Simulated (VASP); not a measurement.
# GaN (Cmcm) in VASP: single point with r2SCAN

Aim: the single point of GaN with r2SCAN.

Program: VASP 6.6.1. These are calculated values, not measurements. Logs are shortened: lines on timing, memory, paths and dates and some standing lists are left out, and cuts for length are marked.

**1. The cell of the first run**

Symmetry: Cmcm, No. 63, orthorhombic system. Conventional cell: a = 3.188 Å, b = 5.716 Å, c = 4.756 Å, α = 90.00°, β = 90.00°, γ = 90.00°. Around Ga (site symmetry m2m) lie 3 N at 1.87 to 1.88 Å. N (site symmetry m2m) is surrounded by 3 Ga at 1.87 to 1.88 Å.

The cell was built by a generator and needn't be a form met in nature.

**2. Single point, r2SCAN (uniaxial_x strain -3.4%)**

File POSCAR:

```
GaN
1.0
    3.1884934950      0.0000000000      0.0000000000
   -1.5942467475      2.8579138548      0.0000000000
    0.0000000000      0.0000000000      4.7558752377
Ga N
2 2
Direct
    0.3347358203      0.6694716406      0.2500000000
    0.6652641797      0.3305283594      0.7500000000
    0.6631285464      0.3262570928      0.2500000000
    0.3368714536      0.6737429072      0.7500000000
```

File INCAR.step1:

```
SYSTEM = GaN
  PREC = Accurate
  ENCUT = 520
  ISMEAR = 0
  SIGMA = 0.01
  LREAL = .FALSE.
  LASPH = .TRUE.
  NELM = 100
  NBANDS = 26
  GGA = PE
  ALGO = Normal
  EDIFF = 1E-4
  LWAVE = .TRUE.
  LCHARG = .FALSE.
```

File INCAR.step2:

```
SYSTEM = GaN
  PREC = Accurate
  ENCUT = 520
  EDIFF = 1E-6
  ISMEAR = 0
  SIGMA = 0.01
  LREAL = .FALSE.
  LASPH = .TRUE.
  NELM = 100
  ALGO = Normal
  ISIF = 2
  LWAVE = .FALSE.
  LCHARG = .FALSE.
  METAGGA = R2SCAN
  LMIXTAU = .TRUE.
  NBANDS = 26
  ISTART = 1
```

File KPOINTS:

```
Automatic mesh
0
G
  12 12 6
  0 0 0
```

Potentials or basis: VASP PAW PBE potentials, release 64 (Ga_d, N).

On the command line:

```bash
$ cat potpaw_PBE.64/Ga_d/POTCAR potpaw_PBE.64/N/POTCAR > POTCAR
$ cp INCAR.step1 INCAR
$ mpirun -np 1 vasp_std > vasp.out
$ cp INCAR.step2 INCAR
$ mpirun -np 1 vasp_std > vasp.out
```

OUTCAR:

```text
SYSTEM = GaN
   PREC = Accurate
   ENCUT = 520
   EDIFF = 1E-6
   ISMEAR = 0
   LREAL = .FALSE.
   LASPH = .TRUE.
   NELM = 100
   ISIF = 2
   METAGGA = R2SCAN
   ISTART = 1

 ion  position               nearest neighbor table
   1  0.335  0.669  0.250-   3 1.87   3 1.87   3 1.88
   2  0.665  0.331  0.750-   4 1.87   4 1.87   4 1.88
   3  0.663  0.326  0.250-   1 1.87   1 1.87   1 1.88
   4  0.337  0.674  0.750-   2 1.87   2 1.87   2 1.88

  LATTYP: Found a base centered orthorhombic cell.
 ALAT       =     3.1884934950
 B/A-ratio  =     1.7926421109
 C/A-ratio  =     1.4915743893

  Lattice vectors:

 A1 = (   1.5942467475,  -2.8579138548,   0.0000000000)
 A2 = (   1.5942467475,   2.8579138548,   0.0000000000)
 A3 = (   0.0000000000,   0.0000000000,   4.7558752377)

Analysis of symmetry for initial positions (statically):
=====================================================================
 Subroutine PRICEL returns:
 Original cell was already a primitive cell.

 Routine SETGRP: Setting up the symmetry group for a
 base centered orthorhombic supercell.

 Subroutine GETGRP returns: Found  8 space group operations
 (whereof  4 operations were pure point group operations)
 out of a pool of  8 trial point group operations.

The static configuration has the point symmetry C_2h.
 The point group associated with its full space group is D_2h.

Analysis of symmetry for dynamics (positions and initial velocities):
=====================================================================
 Subroutine PRICEL returns:
 Original cell was already a primitive cell.

 Routine SETGRP: Setting up the symmetry group for a
 base centered orthorhombic supercell.

 Subroutine GETGRP returns: Found  8 space group operations
 (whereof  4 operations were pure point group operations)
 out of a pool of  8 trial point group operations.

The dynamic configuration has the point symmetry C_2h.
 The point group associated with its full space group is D_2h.

 Subroutine INISYM returns: Found  8 space group operations
 (whereof  4 operations are pure point group operations),
 and found     1 'primitive' translations

----------------------------------------------------------------------------------------

                                     Primitive cell

  volume of cell :      43.3376

  direct lattice vectors                    reciprocal lattice vectors
     3.188493495  0.000000000  0.000000000     0.313627737  0.174952789  0.000000000
    -1.594246747  2.857913855  0.000000000     0.000000000  0.349905578  0.000000000
     0.000000000  0.000000000  4.755875238     0.000000000  0.000000000  0.210266239

  length of vectors
     3.188493495  3.272505813  4.755875238     0.359125098  0.349905578  0.210266239

  position of ions in fractional coordinates (direct lattice)
     0.334735820  0.669471641  0.250000000
     0.665264180  0.330528359  0.750000000
     0.663128546  0.326257093  0.250000000
     0.336871454  0.673742907  0.750000000

  ion indices of the primitive-cell ions
   primitive index   ion index
                 1           1
                 2           2
                 3           3
                 4           4

----------------------------------------------------------------------------------------

 KPOINTS: Automatic mesh

Automatic generation of k-mesh.
 Grid dimensions read from file:
 generate k-points for:   12   12    6

 Generating k-lattice:

  Cartesian coordinates                     Fractional coordinates (reciprocal lattice)
     0.026135645  0.014579399  0.000000000     0.083333333  0.000000000  0.000000000
     0.000000000  0.029158798  0.000000000     0.000000000  0.083333333  0.000000000
     0.000000000  0.000000000  0.035044373     0.000000000  0.000000000  0.166666667

  Length of vectors
     0.029927091  0.029158798  0.035044373

  Shift w.r.t. Gamma in fractional coordinates (k-lattice)
     0.000000000  0.000000000  0.000000000

 Subroutine IBZKPT returns following result:
 ===========================================

 Found    172 irreducible k-points:

 Following reciprocal coordinates:
            Coordinates               Weight
  0.000000  0.000000  0.000000      1.000000
  0.083333  0.000000  0.000000      4.000000
  0.166667  0.000000  0.000000      4.000000
  0.250000  0.000000  0.000000      4.000000
  0.333333 -0.000000  0.000000      4.000000
  0.416667  0.000000  0.000000      4.000000
[... 16 lines left out ...]
  0.333333  0.166667  0.000000      4.000000
  0.416667  0.166667  0.000000      4.000000
 [... further k-points ...]
   k-points           NKPTS =    172   k-points in BZ     NKDIM =    172   number of bands    NBANDS=     26
   number of dos      NEDOS =    301   number of ions     NIONS =      4
   total plane-waves  NPLWV =  20736
   dimension x,y,z NGX =    24 NGY =   24 NGZ =   36
   dimension x,y,z NGXF=    48 NGYF=   48 NGZF=   72
   ions per type =               2   2
   NGX,Y,Z   is equivalent  to a cutoff of  12.51, 12.19, 12.58 a.u.
   NGXF,Y,Z  is equivalent  to a cutoff of  25.03, 24.38, 25.17 a.u.
 SYSTEM =  GaN
   PREC   = accura    normal or accurate (medium, high low for compatibility)
   ISTART =      1    job   : 0-new  1-cont  2-samecut
   ICHARG =      0    charge: 1-file 2-atom 10-const
   ISPIN  =      1    spin polarized calculation?
   LNONCOLLINEAR =      F non collinear calculations
   LSORBIT =      F    spin-orbit coupling
   LASPH  =      T    aspherical Exc in radial PAW
   ENCUT  =  520.0 eV  38.22 Ry    6.18 a.u.   5.93  6.08  8.84*2*pi/ulx,y,z
   NELM   =    100;   NELMIN=  2; NELMDL=  0     # of ELM steps
   EDIFF  = 0.1E-05   stopping-criterion for ELM
   LREAL  =      F    real-space projection
[... 7 lines left out ...]
   TEBEG  =    0.0;   TEEND  =   0.0 temperature during run
   PSTRESS=    0.0 pullay stress
   NELECT =      36.0000    total number of electrons
   NUPDOWN=      -1.0000    fix difference up-down
   EMIN   =  10.00;   EMAX   =-10.00  energy-range for DOS
   EFERMI =   0.00;   METHOD = LEGACY
   ISMEAR =     0;   SIGMA  =   0.01  broadening in eV -4-tet -1-fermi 0-gaus
   EFERMI_NEDOS =   21; number of points for ismear=-14 and -15
   IALGO  =     38    algorithm
   IMIX   =      4    mixing-type and parameters
     AMIX     =   0.40;   BMIX     =  1.00
     AMIX_MAG =   1.60;   BMIX_MAG =  1.00
  volume/ion in A,a.u.               =      10.83        73.11
  Fermi-wavevector in a.u.,A,eV,Ry     =   1.538936  2.908168 32.223014  2.368325
  Thomas-Fermi vector in A             =   2.645235
   LORBIT       =      0    0 simple, 1 ext, 2 COOP (PROOUT), +10 PAW based schemes
   METAGGA = R2SCAN    functional components
   LHFCALC =     F    Hartree Fock is set to
   AEXX    =    0.0000 exact exchange contribution
   IVDW    =     0    specifies the selected vdW correction
   LEPSILON=     F    determine dielectric tensor
   LRPA    =     F    only Hartree local field effects (RPA)
 non-spin polarized calculation
 Gauss-broadening in eV      SIGMA  =   0.01
  energy-cutoff  :      520.00
  volume of cell :       43.34
 maximum number of plane-waves:      1186
   NGX = 11   NGY = 13   NGZ = 17

 number of electron      35.9999978 magnetization

 Free energy of the ion-electron system (eV)
  ---------------------------------------------------
  ext. energy  EPLUGINS =         0.00000000
  ---------------------------------------------------
  free energy    TOTEN  =       -42.73778068 eV

  energy without entropy =      -42.73778068  energy(sigma->0) =      -42.73778068

 E-fermi :   6.2706     XC(G=0): -12.9839

 val. band max:        6.1881029659   @ k =   0.0000   0.0000   0.0000
 cond. band min:       8.4007291936   @ k =   0.0000   0.0000   0.0000
 fundamental gap:      2.2126262277
 Fermi energy:         6.2705586038

 k-point     1 :       0.0000    0.0000    0.0000
  band No.  band energies     occupation
      1     -11.6009      2.00000
      2     -10.4717      2.00000
      3      -8.3836      2.00000
      4      -8.3751      2.00000
      5      -8.3662      2.00000
      6      -8.3615      2.00000
[... 18 lines left out ...]
     25      17.7095      0.00000
     26      19.8136      0.00000

 k-point     2 :       0.0833    0.0000    0.0000
  band No.  band energies     occupation
      1     -11.5246      2.00000
      2     -10.4413      2.00000
      3      -8.3750      2.00000
      4      -8.3638      2.00000
      5      -8.3525      2.00000
      6      -8.3487      2.00000
[... 18 lines left out ...]
     25      17.9238      0.00000
     26      19.1065      0.00000

 k-point     3 :       0.1667    0.0000    0.0000
  band No.  band energies     occupation
      1     -11.3117      2.00000
      2     -10.3632      2.00000
      3      -8.3648      2.00000
      4      -8.3311      2.00000
      5      -8.2997      2.00000
      6      -8.2953      2.00000
[... 18 lines left out ...]
     25      17.9462      0.00000
     26      18.6890      0.00000

 k-point     4 :       0.2500    0.0000    0.0000
  band No.  band energies     occupation
      1     -11.0131      2.00000
      2     -10.2699      2.00000
      3      -8.3289      2.00000
      4      -8.2687      2.00000
      5      -8.2264      2.00000
      6      -8.2119      2.00000
[... 18 lines left out ...]
     25      18.1204      0.00000
     26      19.8011      0.00000

 k-point     5 :       0.3333   -0.0000    0.0000
  band No.  band energies     occupation
      1     -10.7128      2.00000
      2     -10.1965      2.00000
      3      -8.2758      2.00000
      4      -8.2203      2.00000
      5      -8.1821      2.00000
      6      -8.1661      2.00000
[... 18 lines left out ...]
     25      19.3258      0.00000
     26      19.5593      0.00000

 k-point     6 :       0.4167    0.0000    0.0000
  band No.  band energies     occupation
      1     -10.4974      2.00000
      2     -10.1606      2.00000
      3      -8.2496      2.00000
      4      -8.2319      2.00000
      5      -8.1772      2.00000
      6      -8.1136      2.00000
[... 427 lines left out ...]
 k-point    21 :       0.1667    0.1667    0.0000
  band No.  band energies     occupation
      1     -10.8662      2.00000
      2     -10.2223      2.00000
      3      -8.3242      2.00000
      4      -8.2688      2.00000
      5      -8.1809      2.00000
      6      -8.1688      2.00000
[... 18 lines left out ...]
     25      18.7255      0.00000
     26      18.7352      0.00000

 k-point    22 :       0.2500    0.1667    0.0000
  band No.  band energies     occupation
      1     -10.6025      2.00000
      2     -10.1661      2.00000
      3      -8.2748      2.00000
      4      -8.2147      2.00000
      5      -8.2120      2.00000
      6      -8.1761      2.00000
[... 18 lines left out ...]
     25      17.8701      0.00000
     26      19.6394      0.00000

 k-point    23 :       0.3333    0.1667    0.0000
  band No.  band energies     occupation
      1     -10.4101      2.00000
      2     -10.1446      2.00000
      3      -8.2414      2.00000
      4      -8.2307      2.00000
      5      -8.1802      2.00000
      6      -8.1516      2.00000
[... 18 lines left out ...]
     25      17.7718      0.00000
     26      19.9640      0.00000

 k-point    24 :       0.4167    0.1667    0.0000
  band No.  band energies     occupation
      1     -10.3365      2.00000
      2     -10.1471      2.00000
      3      -8.2525      2.00000
      4      -8.2149      2.00000
      5      -8.1849      2.00000
      6      -8.1300      2.00000
[... 18 lines left out ...]
     25      18.0151      0.00000
     26      20.1135      0.00000

 [... further k-points ...]

------------------------ aborting loop because EDIFF is reached ----------------------------------------

  FORCE on cell =-STRESS in cart. coord.  units (eV):
  Direction    XX          YY          ZZ          XY          YZ          ZX
  --------------------------------------------------------------------------------------
  -------------------------------------------------------------------------------------
  Total        4.5379541      2.5056608      1.0414246      0.0000000      0.0000000      0.0000000
  in kB      167.7666198     92.6334274     38.5011151      0.0000000      0.0000000      0.0000000
  external PRESSURE =      99.6337208 kB  Pullay stress =       0.0000000 kB

 VOLUME and BASIS-vectors are now :
 -----------------------------------------------------------------------------
  energy-cutoff  :      520.00
  volume of cell :       43.34
      direct lattice vectors                 reciprocal lattice vectors
     3.188493495  0.000000000  0.000000000     0.313627737  0.174952789  0.000000000
    -1.594246747  2.857913855  0.000000000     0.000000000  0.349905578  0.000000000
     0.000000000  0.000000000  4.755875238     0.000000000  0.000000000  0.210266239

 POSITION                                       TOTAL-FORCE (eV/Angst)
 -----------------------------------------------------------------------------------
     -0.00000      1.91329      1.18897        -0.000000      0.032484     -0.000000
      1.59425      0.94462      3.56691         0.000000     -0.032484     -0.000000
      1.59425      0.93241      1.18897         0.000000     -0.001166      0.000000
     -0.00000      1.92550      3.56691        -0.000000      0.001166     -0.000000
 -----------------------------------------------------------------------------------
    total drift:                                0.000000     -0.000000     -0.000000

  FREE ENERGIE OF THE ION-ELECTRON SYSTEM (eV)
  ---------------------------------------------------
  free  energy   TOTEN  =       -42.7377806768 eV

  energy  without entropy=      -42.7377806768  energy(sigma->0) =      -42.73778068
```

Wall time 3.6 min (1 thread of Intel Xeon Platinum 8559C (Emerald Rapids), shared host); peak memory 0.28 GiB.

Results:

```
Free energy            : -42.7378 eV
Pressure               : 10.0 GPa
Largest force          : 0.032 eV/Å
Band gap on the k mesh : 2.21 eV, direct
```

Forces in eV/Å, atoms in the order of the input:
```
Ga   0.000  0.032  0.000
Ga   0.000 -0.032  0.000
N    0.000 -0.001  0.000
N    0.000  0.001  0.000
```

Caveat: the PAW data sets were made with another functional, which shifts forces and pressure a little.
